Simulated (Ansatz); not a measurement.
Crystal: O.

```
CELL_PARAMETERS angstrom
2.45819 0.00000 0.00000
-1.22910 2.12886 0.00000
0.00000 0.00000 7.80733
ATOMIC_POSITIONS crystal
O 0.33333 0.66667 0.17190
O 0.66667 0.33333 0.82810
O 0.66667 0.33333 0.67190
O 0.33333 0.66667 0.32810
```

```yaml
Program: Ansatz 0.2.0
Task: single point
Functional: PBE
Potentials_or_basis: Ansatz PAW
Cutoff: "420 eV (not typed: the program's choice for these potentials)"
k_mesh: 12 × 12 × 4
Occupations: fermi-dirac, width 0.05 eV
Spin: no spin polarisation
```

On this cell: pressure 2.6 GPa; largest force 0.553 eV/Å; band gap on the k mesh none (metal or under the smearing width).

The same run follows on a disturbed copy (atoms moved at random, drawn with an rms of 0.05 Å):

```xyz
4
Lattice="2.4582 0.0000 0.0000 -1.2291 2.1289 0.0000 0.0000 0.0000 7.8073" Properties=species:S:1:pos:R:3 pbc="T T T"
O    -0.0005    1.4604    1.2900
O     1.2224    0.6686    6.4624
O     1.1805    0.7044    5.2736
O    -0.0281    1.4453    2.5583
```

Task: What changes?

Result: The energy (extrapolated to zero smearing) moves by +31.6 meV/atom; pressure 1.6 GPa; largest force 3.301 eV/Å; band gap on the k mesh none (metal or under the smearing width).

Forces in eV/Å, atoms in the order of the input:
```
O   -0.238 -0.131  3.290
O   -0.248  0.212  1.568
O    0.248 -0.211 -1.600
O    0.238  0.129 -3.258
```

Stress tensor (GPa, compression positive):
```
 5.16 -0.03  0.03
-0.03  5.17  1.62
 0.03  1.62 -5.68
```

Caveats: spin is off for a triplet molecule.
